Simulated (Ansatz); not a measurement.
**SnSe: stiffness from a series of strains**

```xyz
2
Lattice="0.0000 3.0100 3.0100 3.0100 0.0000 3.0100 3.0100 3.0100 0.0000" Properties=species:S:1:pos:R:3 pbc="T T T"
Sn    0.0000    0.0000    0.0000
Se    3.0100    3.0100    3.0100
```

Atom numbers follow the list: Sn1, Se2.

The cell is COD entry 9008725, as deposited and not checked against the literature; nothing was relaxed.

Spin–orbit coupling is left out, though it moves levels of the heavy atoms by tenths of an eV or more.

Method: DFT, PBE, all-electron LAPW, scalar-relativistic in Ansatz 0.2.0.

The runs use a Γ-centred 9×9×9 k mesh, Fermi–Dirac smearing of 0.02 eV, basis error target 0.25 meV/atom, no spin polarisation.

The strain is applied along the Cartesian axes of the cell as listed (γ is the engineering shear, twice εxy = εyz = εzx). Fractional coordinates are held (clamped ions).

σ is the change of stress from the unstrained cell, which is at 1.03 GPa; tension is positive, so slopes are stress–strain coefficients at that pressure.

Only quantities that a quadratic follows smoothly over the whole series are listed; rougher ones are left out.

```
      γ  σxy (GPa)
-0.0300      -0.52
-0.0200      -0.36
-0.0100      -0.18
 0.0000       0.00
 0.0100       0.19
 0.0300       0.58
```

(1) Fit the series and read off the stiffness at zero strain.

(2) One run, at γ = 0.0200, is withheld. Predict its row.

Answers

(1) Least-squares fits y = p0 + p1 x + p2 x² to the rows give σxy (GPa): p1 = 18.4, p2 = 32. So C44 (clamped ions) = 18 GPa.

(2) The fits give 0.38; the run gave 0.38.
